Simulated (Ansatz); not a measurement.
# An N–C split interstitial in diamond C, 65 atoms, charge −2

How does the host give way around this defect, what does it cost to form, and which levels does it put into the gap? The levels of theory are PBEsol and HSE06.

All numbers are computed with Ansatz 0.2.0 (PAW, plane waves).

**1. The system as built**

65 atoms (64 C, 1 N); a = 7.108 Å, b = 7.108 Å, c = 7.108 Å, α = 90.00°, β = 90.00°, γ = 90.00°. All atoms were shaken off their sites by about 0.02 Å along each axis. Defect site 1: (0.500, 0.500, 0.500). Starting moments add up to 1 μB.

Steps to follow: (2) PBEsol relaxation at the single k point (¼, ¼, ¼), on 7 threads of Arm Neoverse-V2; (3) HSE06 single point at the single k point (¼, ¼, ¼), on 7 threads of Arm Neoverse-V2.

**2. Relaxation of the positions (PBEsol)**

The input, in.yaml:

```yaml
crystal:
  lattice:
    - [7.107606, 0.000000, 0.000000]
    - [0.000000, 7.107606, 0.000000]
    - [0.000000, 0.000000, 7.107606]
  atoms:
    - { symbol: C, position: [0.000840, 0.007268, 0.000733] }
    - { symbol: C, position: [0.001863, 0.007338, 0.493798] }
    - { symbol: C, position: [0.998516, 0.498922, 0.005926] }
    - { symbol: C, position: [0.998144, 0.500151, 0.498348] }
    - { symbol: C, position: [0.501732, 0.000151, 0.997530] }
    - { symbol: C, position: [0.496614, 0.998431, 0.499203] }
    - { symbol: C, position: [0.499168, 0.501672, 0.002527] }
    - { symbol: C, position: [0.422402, 0.416123, 0.503138], spin: 0.167 }
    - { symbol: C, position: [0.125712, 0.126692, 0.125025] }
    - { symbol: C, position: [0.129616, 0.124526, 0.623080] }
    - { symbol: C, position: [0.126925, 0.625692, 0.123706] }
    - { symbol: C, position: [0.124272, 0.626738, 0.622713] }
    - { symbol: C, position: [0.628783, 0.127431, 0.123483] }
    - { symbol: C, position: [0.628589, 0.129966, 0.627181] }
    - { symbol: C, position: [0.623515, 0.627979, 0.123061] }
    - { symbol: C, position: [0.622025, 0.625437, 0.624144], spin: 0.167 }
    - { symbol: C, position: [0.252321, 0.248572, 0.998235] }
    - { symbol: C, position: [0.245985, 0.249816, 0.503769] }
    - { symbol: C, position: [0.251112, 0.750570, 0.993662] }
    - { symbol: C, position: [0.250369, 0.748292, 0.496160] }
    - { symbol: C, position: [0.751142, 0.251823, 0.004129] }
    - { symbol: C, position: [0.751384, 0.253867, 0.500166] }
    - { symbol: C, position: [0.746054, 0.754044, 0.001606] }
    - { symbol: C, position: [0.749384, 0.746364, 0.505146] }
    - { symbol: C, position: [0.376773, 0.369904, 0.124827] }
    - { symbol: C, position: [0.372263, 0.370655, 0.626890], spin: 0.167 }
    - { symbol: C, position: [0.375691, 0.876899, 0.125235] }
    - { symbol: C, position: [0.375157, 0.880167, 0.619334] }
    - { symbol: C, position: [0.877953, 0.378643, 0.122079] }
    - { symbol: C, position: [0.877099, 0.373229, 0.621997] }
    - { symbol: C, position: [0.868911, 0.876423, 0.123308] }
    - { symbol: C, position: [0.872083, 0.874276, 0.624334] }
    - { symbol: C, position: [0.247700, 0.000895, 0.248066] }
    - { symbol: C, position: [0.251423, 0.006117, 0.754637] }
    - { symbol: C, position: [0.251838, 0.499856, 0.249315] }
    - { symbol: C, position: [0.247819, 0.499973, 0.750314] }
    - { symbol: C, position: [0.746270, 0.000967, 0.248887] }
    - { symbol: C, position: [0.749413, 0.999208, 0.753828] }
    - { symbol: C, position: [0.747420, 0.501878, 0.250527] }
    - { symbol: C, position: [0.745612, 0.500474, 0.749248] }
    - { symbol: C, position: [0.374646, 0.121009, 0.380004] }
    - { symbol: C, position: [0.372046, 0.130213, 0.870438] }
    - { symbol: C, position: [0.374958, 0.622845, 0.373787], spin: 0.167 }
    - { symbol: C, position: [0.370033, 0.625676, 0.877303] }
    - { symbol: C, position: [0.878023, 0.125355, 0.380032] }
    - { symbol: C, position: [0.877074, 0.133689, 0.873921] }
    - { symbol: C, position: [0.882286, 0.622964, 0.377602] }
    - { symbol: C, position: [0.874695, 0.624255, 0.875736] }
    - { symbol: C, position: [0.995444, 0.247391, 0.252779] }
    - { symbol: C, position: [0.000798, 0.252523, 0.749885] }
    - { symbol: C, position: [0.999462, 0.752834, 0.250240] }
    - { symbol: C, position: [0.000635, 0.751827, 0.749614] }
    - { symbol: C, position: [0.502140, 0.248092, 0.251666] }
    - { symbol: C, position: [0.502826, 0.252741, 0.746258] }
    - { symbol: C, position: [0.499395, 0.754949, 0.246339] }
    - { symbol: C, position: [0.499134, 0.751246, 0.747930] }
    - { symbol: C, position: [0.124251, 0.371320, 0.372575] }
    - { symbol: C, position: [0.122307, 0.375332, 0.875554] }
    - { symbol: C, position: [0.123946, 0.875900, 0.374150] }
    - { symbol: C, position: [0.130409, 0.874074, 0.871498] }
    - { symbol: C, position: [0.624316, 0.376056, 0.377336], spin: 0.167 }
    - { symbol: C, position: [0.625474, 0.374008, 0.875961] }
    - { symbol: C, position: [0.623427, 0.876230, 0.377356] }
    - { symbol: C, position: [0.624793, 0.880026, 0.874881] }
    - { symbol: N, position: [0.580875, 0.577649, 0.500007], spin: 0.167 }
  symmetry: { detect: false }
kpoints:
  mp_grid: { grid: [1, 1, 1], shift: [0.25, 0.25, 0.25] }
hamiltonian:
  xc: pbesol
total_charge: -2
magnetization:
  spin_polarized: true
scf:
  occupations: { method: fermi_dirac, width: 0.01 }
relax:
  f_tol: 0.03
  max_steps: 80
  escape_saddle: false
  adjacent_minimum: "off"
output:
  forces: true
  eigenvalues: true
  populations: true
  charged_corrections: { epsilon: 5.7 }
```

Run with:

```
$ ansatz run in.yaml --threads 7 --pin off --max-ram 13300MiB --runs-dir r --events-out ev --progress --plain
```

Further steps of the session: HSE06 single point.

Before running it: what results should come out? Wanted: for each run, formation energy; host gap; top filled to lowest empty; moment.

**Answer**, as computed:

```
             level                     time  formation energy (eV)  host gap (eV)  top filled to lowest empty (eV)  moment (μB)
PBEsol, relaxation     42 s (7 CPU threads)                  19.71           4.36                             0.11         0.99
             HSE06  1.8 min (7 CPU threads)                  22.31           5.78                             0.63         1.00
```

| quantity | value |
| --- | --- |
| relaxation | 9 recorded steps, 19.96 eV gained |
| largest shift | 0.56 Å (C8) |

**In words.** Relaxation gains 19.96 eV, with shifts up to 0.56 Å (C8). The formation energy at E_F = VBM goes from 19.71 eV (PBEsol) to 22.31 eV (HSE06), as the host gap goes from 4.36 to 5.78 eV. The reservoirs are the elements' reference phases; where the defect changes the composition, the value depends on that choice. HSE06 puts 4 localised levels over 0.1 eV inside the gap, at 1.40 (filled), 1.42 (filled), 2.24 (filled), 2.26 (filled) eV, the tightest of them shared by about 4 atoms. A filled level lies near or above the host's conduction edge and spreads over many atoms, so that electron is band-like or shallow, not bound in a deep state; the formation energy is then not that of a true charge state of the defect. The one k point lies off Γ, so the host's band edges aren't sampled; a defect level near or above the conduction edge can stay filled here though it would empty into the band on a fuller mesh. The host's edges were read at Γ, so band-like levels at this k point need not coincide with them. Finite-cell errors of some tenths of an eV remain in such numbers. The dielectric constant of 5.7 in the correction is an assumed value.
